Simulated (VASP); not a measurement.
Here is a VASP 6.6.1 calculation.

The input INCAR:

```
PREC     = Accurate       # precision mode
ENCUT    = 600            # plane-wave cutoff, eV
EDIFF    = 1E-7           # SCF threshold, eV
ISMEAR   = 0              # smearing method
SIGMA    = 0.03           # smearing width, eV
LREAL    = F              # projectors in reciprocal space
LASPH    = T              # aspherical terms in the spheres
NELM     = 80             # most SCF steps
ALGO     = Normal         # electronic algorithm
ISIF     = 3              # what is computed and relaxed
LWAVE    = F              # write WAVECAR
LCHARG   = F              # write CHGCAR
GGA      = PS             # functional
IBRION   = 2              # ionic algorithm
NSW      = 90             # ionic steps
EDIFFG   = -0.005         # ionic threshold
KPAR     = 2
```

Contents of KPOINTS:

```
regular mesh
0
Gamma
  8 8 8
```

The input POSCAR:

```
InAgTe2                                 
1.0
   -3.2135658824      3.2135658824      6.3887326977
    3.2135658824     -3.2135658824      6.3887326977
    3.2135658824      3.2135658824     -6.3887326977
  In              Ag              Te            
     2     2     4
Direct
     0.5000000000000000    0.5000000000000000    0.0000000000000000
     0.2500000000000000    0.7500000000000000    0.5000000000000000
     0.0000000000000000    0.0000000000000000    0.0000000000000000
     0.7500000000000000    0.2500000000000000    0.5000000000000000
     0.3750000000000000    0.3658529614202781    0.4908529614202781
     0.6341470385797218    0.1250000000000000    0.0091470385797218
     0.8750000000000000    0.8841470385797218    0.5091470385797218
     0.1158529614202782    0.6250000000000000    0.9908529614202782
```

Potentials or basis: VASP PAW PBE potentials, release 64 (In_d, Ag, Te).

The run is started by

```console
$ cat potpaw_PBE.64/In_d/POTCAR potpaw_PBE.64/Ag/POTCAR potpaw_PBE.64/Te/POTCAR > POTCAR
$ mpirun -np 2 vasp_std > vasp.out
```

Question: Predict the relaxed volume.

Answer: 33.01 Å³/atom.

Question: Predict the band gap on the k mesh.

Answer: 0.08 eV, direct.

Question: What does it give for the relaxed cell?

Answer: a = 7.841 Å, b = 7.841 Å, c = 7.841 Å, α = 131.60°, β = 131.60°, γ = 70.87°.

Question: Estimate the space group after relaxing (to 0.05 Å).

Answer: I-42d (No. 122).

Forces in eV/Å, atoms in the order of the input:
```
In   0.000  0.000  0.000
In   0.000  0.000  0.000
Ag   0.000  0.000  0.000
Ag   0.000  0.000  0.000
Te   0.003  0.000  0.000
Te   0.000 -0.003  0.000
Te  -0.003  0.000  0.000
Te   0.000  0.003  0.000
```

Caveat: the PAW data sets were made with another functional, which shifts forces and pressure a little; spin-orbit coupling is left out, which moves the levels of the heavy elements. PBEsol gaps usually lie below the measured ones, often by a third to a half.
